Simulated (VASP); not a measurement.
# BaTiO3: dielectric tensor with PBEsol

The system is BaTiO3.

```
Ba Ti O
1.0
     4.00600    0.00000    0.00000
     0.00000    4.00600    0.00000
     0.00000    0.00000    4.00600
Ba Ti O
1 1 3
Direct
  0.50000 0.50000 0.50000
  0.00000 0.00000 0.00000
  0.00000 0.00000 0.50000
  0.00000 0.50000 0.00000
  0.50000 0.00000 0.00000
```

```
Program                : VASP 6.6.1
Task                   : dielectric tensor
Functional             : PBEsol
Potentials or basis    : VASP PAW PBE potentials, release 64 (Ba_sv, Ti_sv, O)
Cutoff                 : 800 eV
k mesh                 : 10 × 10 × 10
Occupations            : gaussian, width 0.01 eV
Spin                   : no spin polarisation
Further INCAR settings : ALGO = Normal; EDIFF = 1e-08
```

| Property | Result |
| --- | --- |
| Band gap on the k mesh | 1.70 eV, indirect (least direct gap 1.84 eV) |
| Electronic dielectric tensor (diagonal) | 6.82 |
| Born charges (mean of the diagonal) | Ba +2.74; Ti +7.42; O -3.39 e |

Levels at points of the mesh, in eV from the valence-band top:
```tsv
k point	band 16	band 17	band 18	band 19	band 20	band 21	band 22	band 23	band 24
(0.00, 0.00, 0.00)	-1.10	-1.10	-0.15	-0.15	-0.15	1.70	1.70	1.70	3.92
(0.50, 0.00, 0.00)	-1.96	-1.85	-1.85	-0.72	-0.72	1.86	3.48	3.48	3.93
(0.50, 0.50, 0.00)	-2.73	-1.74	-0.88	-0.88	-0.09	3.48	3.48	3.89	4.76
(0.50, 0.50, 0.50)	-2.42	-2.42	0.00	0.00	0.00	4.16	4.16	4.16	6.62
```

Electronic dielectric tensor:
```
6.82 0.00 0.00
0.00 6.82 0.00
0.00 0.00 6.82
```

Born effective charge tensors (e):
atom 1, Ba
```
2.74 0.00 0.00
0.00 2.74 0.00
0.00 0.00 2.74
```
atom 2, Ti
```
7.42 0.00 0.00
0.00 7.42 0.00
0.00 0.00 7.42
```
atom 3, O
```
-2.14  0.00  0.00
 0.00 -2.14  0.00
 0.00  0.00 -5.88
```
atom 4, O
```
-2.14  0.00  0.00
 0.00 -5.88  0.00
 0.00  0.00 -2.14
```
atom 5, O
```
-5.88  0.00  0.00
 0.00 -2.14  0.00
 0.00  0.00 -2.14
```

Run time: 75 min on 1 thread of Intel(R) Xeon(R) 6975P-C (Granite Rapids), with other jobs on the host, peak memory 1 GiB.

Caveat: spin-orbit coupling is left out, which moves the levels of the heavy elements. A k mesh can miss the band edges.
